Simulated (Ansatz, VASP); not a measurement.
# InSb3: VASP beside Ansatz

```
CELL_PARAMETERS angstrom
0.00000 3.79455 3.79455
3.79455 0.00000 3.79455
3.79455 3.79455 0.00000
ATOMIC_POSITIONS crystal
Sb 0.50000 0.50000 0.50000
Sb 0.75000 0.75000 0.75000
Sb 0.25000 0.25000 0.25000
In 0.00000 0.00000 0.00000
```

The cell comes from a database or a generator and needn't be the stable form of this composition.

Alike in both runs: task single point; functional PBEsol; k mesh 8 × 8 × 8; occupations gaussian, width 0.02 eV; no spin polarisation.

|  | VASP | Ansatz |
| --- | --- | --- |
| version | VASP 6.6.1 | Ansatz 0.2.0 |
| potentials or method | VASP PAW PBE potentials, release 64 (Sb, In_d) | scalar-relativistic, plane waves, PAW |
| plane-wave cutoff (eV) | 520 | 600 |
| valence electrons in the cell | 28 | 58 |

```csv
,VASP,Ansatz,Ansatz less VASP
gap on the k mesh at the Fermi level (eV),none,none,-
pressure (GPa),-3.4,-3.3,+0.03
```

A gap of «none» marks a metal or a gap that the smearing closes. The functional is the same, so the differences come from potentials, cutoffs and numerics. The two sets of potentials don't hold the same shells in valence. Ansatz warned: «stress_scf_threshold_loose».

Caveats: the PAW data sets were made with another functional, which shifts forces and pressure a little (VASP). The runs have no spin-orbit coupling, so splittings on Sb are missing.
